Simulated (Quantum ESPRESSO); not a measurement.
# Zn: equation of state with PBE

Zn:

```xyz
1
Lattice="0.0000 1.9648 1.9648 1.9648 0.0000 1.9648 1.9648 1.9648 0.0000" Properties=species:S:1:pos:R:3 pbc="T T T"
Zn    0.0000    0.0000    0.0000
```

This isn't the form of Zn at room conditions, which is hcp.

```
Program             : Quantum ESPRESSO 7.5
Task                : equation of state
Functional          : PBE
Potentials or basis : SSSP 1.3 efficiency PBE
Cutoff              : 748 eV
Density cutoff      : 5987 eV
k mesh              : 12 × 12 × 12
Occupations         : fermi-dirac, width 0.05 eV
Spin                : no spin polarisation
Mixing beta         : 0.5
Most SCF iterations : 120
SCF threshold       : 2e-10 Ry
```

- Equilibrium volume: 15.16 Å³/atom
- Bulk modulus: 68 GPa
- Pressure derivative of the bulk modulus: 5.3

Energy against volume, from the lowest point:
| volume (Å³/atom) | energy (meV/atom) |
| --- | --- |
| 14.259 | 12.89 |
| 14.563 | 5.43 |
| 14.866 | 1.28 |
| 15.169 | 0.00 |
| 15.473 | 1.31 |
| 15.776 | 4.85 |
| 16.080 | 10.38 |

All runs of the series together: 84 s on 1 thread of Arm Neoverse V1, with other jobs on the host.
